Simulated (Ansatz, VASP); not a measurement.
## MgO in VASP and in Ansatz

```
Mg O
1.0
     3.35310    0.00000    0.00000
    -1.67655    2.90387    0.00000
     0.00000    0.00000    4.84910
Mg O
2 2
Cartesian
  0.0000 1.9359 0.0105
  1.6766 0.9680 2.4350
  0.0000 1.9359 1.9515
  1.6766 0.9680 4.3760
```

Alike in both runs: task single point; functional LDA; k mesh 9 × 9 × 6; occupations gaussian, width 0.05 eV; no spin polarisation.

|  | VASP | Ansatz |
| --- | --- | --- |
| version | VASP 6.6.1 | Ansatz 0.2.0 |
| potentials or method | VASP PAW LDA potentials, release 64 (Mg, O) | scalar-relativistic, plane waves, PAW |
| plane-wave cutoff (eV) | 520 | 420 |
| valence electrons in the cell | 16 | 32 |

```csv
,VASP,Ansatz,Ansatz less VASP
gap on the k mesh at the Fermi level (eV),3.30,3.30,+0.003
least direct gap on the mesh (eV),3.30,3.30,+0.003
pressure (GPa),-5.6,-4.5,+1.17
largest component of the traceless stress (GPa),5.68,5.38,-0.297
rms of the force components (eV/Å),0.231,0.228,-0.0030
```

Atom by atom the forces differ by 0.003 eV/Å (rms over components). The two sets of potentials don't hold the same shells in valence.

Caveats: an odd mesh through Γ misses points on the zone boundary, where band edges often lie. As with any semilocal functional, this LDA gap is likely too small.
